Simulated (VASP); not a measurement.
Here is a VASP 6.6.1 calculation.

File INCAR:

```
ALGO     = Normal         # electronic algorithm
EDIFF    = 1E-6           # SCF threshold, eV
ENCUT    = 520            # plane-wave cutoff, eV
GGA      = PE             # functional
ISIF     = 2              # what is computed and relaxed
ISMEAR   = 0              # smearing method
LASPH    = True           # aspherical terms in the spheres
LCHARG   = False          # write CHGCAR
LREAL    = False          # projectors in reciprocal space
LWAVE    = False          # write WAVECAR
NBANDS   = 15             # bands
NELM     = 80             # most SCF steps
PREC     = Accurate       # precision mode
SIGMA    = 0.02           # smearing width, eV
```

The input KPOINTS:

```
k-points
0
Gamma
  8 8 8
```

The input POSCAR:

```
KF
1.0
    0.0000000000      2.6956365800      2.6956365800
    2.6956365800      0.0000000000      2.6956365800
    2.6956365800      2.6956365800      0.0000000000
K F
1 1
Direct
    0.0000000000      0.0000000000      0.0000000000
    0.5000000000      0.5000000000      0.5000000000
```

Potentials or basis: VASP PAW PBE potentials, release 64 (K_sv, F).

The run is started by

```console
$ cat potpaw_PBE.64/K_sv/POTCAR potpaw_PBE.64/F/POTCAR > POTCAR
$ mpirun -np 1 vasp_std > vasp.out
```

Task: Estimate the band gap on the k mesh.

Result: 6.03 eV, direct.

Task: What does it give for the pressure?

Result: 0.5 GPa.

A k mesh can miss the band edges.
